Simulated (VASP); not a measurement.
Hg: single point with PBE

Crystal: Hg.

```
Hg
1.0
     3.32056    0.00000    0.00000
    -1.47214    3.07613    0.00000
    -0.95833   -1.39730    8.12061
Hg
3
Direct
  0.99446 0.97869 0.99447
  0.41264 0.27507 0.65907
  0.58877 0.74502 0.33771
```

The cell isn't the ideal one: atoms moved at random, drawn with an rms of 0.05 Å.

```json
{
 "Program": "VASP 6.6.1",
 "Task": "single point",
 "Functional": "PBE",
 "Potentials or basis": "VASP PAW PBE potentials, release 64 (Hg)",
 "Cutoff": "520 eV",
 "k mesh": "9 × 9 × 4",
 "Occupations": "fermi-dirac, width 0.05 eV",
 "Spin": "no spin polarisation"
}
```

```yaml
Pressure: 0.9 GPa
Largest_force: 0.123 eV/Å
Band_gap_on_the_k_mesh: none (metal or under the smearing width)
```

Forces in eV/Å, atoms in the order of the input:
```
Hg   0.000  0.013  0.051
Hg  -0.010  0.007  0.070
Hg   0.011 -0.019 -0.121
```

Stress tensor (GPa, compression positive):
```
 0.80  0.10  0.01
 0.10  0.97 -0.04
 0.01 -0.04  0.93
```

Levels at points of the mesh, in eV from the Fermi level:
| k point | band 14 | band 15 | band 16 | band 17 | band 18 | band 19 | band 20 | band 21 | band 22 | band 23 |
| --- | --- | --- | --- | --- | --- | --- | --- | --- | --- | --- |
| (0.00, 0.00, 0.00) | -5.66 | -5.65 | -5.58 | -4.64 | -4.43 | 3.72 | 3.95 | 10.35 | 10.57 | 11.55 |
| (0.00, 0.00, 0.50) | -5.84 | -5.73 | -5.62 | -5.40 | -1.37 | -0.59 | 9.39 | 9.66 | 9.84 | 11.08 |

It took 99 s on 1 thread of Intel(R) Xeon(R) 6975P-C (Granite Rapids), on a shared host, peak memory 0.39 GiB.

Spin-orbit coupling is left out, which matters for the levels of Hg.
